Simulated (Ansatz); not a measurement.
Sb:

```
CELL_PARAMETERS angstrom
3.16000 0.00000 0.00000
0.00000 3.16000 0.00000
0.00000 0.00000 3.16000
ATOMIC_POSITIONS crystal
Sb 0.00000 0.00000 0.00000
```

This isn't the form of Sb at room conditions, which is rhombohedral.

- Program: Ansatz 0.2.0
- Task: relaxation of cell and atoms
- Functional: revPBE
- Dispersion: D4
- Potentials or basis: Ansatz PAW
- Cutoff: 420 eV (not typed: the program's choice for these potentials)
- k mesh: 8 × 8 × 8
- Occupations: fermi-dirac, width 0.05 eV
- Spin: no spin polarisation

At the start: volume 31.55 Å³/atom.

**Question.** Where does the relaxation end?

**Answer.** It ends after 5 steps and the volume is 28.52 Å³/atom (-9.6 %); space group Pm-3m (No. 221, to 0.05 Å).

Step by step:
```csv
step,energy change (eV),largest force (eV/Å),volume (Å³)
1,0.0000,0.0000,31.55
2,-0.0452,0.0000,27.27
3,-0.0564,0.0000,28.72
4,-0.0568,0.0000,28.52
5,-0.0561,0.0000,28.52
```

Final structure:
```yaml
crystal:
  lattice:
    - [3.05516, 0.00000, 0.00000]
    - [0.00000, 3.05516, 0.00000]
    - [0.00000, 0.00000, 3.05516]
  atoms:
    - { symbol: Sb, position: [0.00000, 0.00000, 0.00000] }
```

Caveat: the plane-wave basis is chosen anew once the cell has moved, so the energies of steps on either side of that aren't comparable; pairwise dispersion overbinds metals, which lowers pressure and volume; the PAW data sets come from PBE, with cores solved anew for the run's functional, which leaves a small shift of forces and pressure.
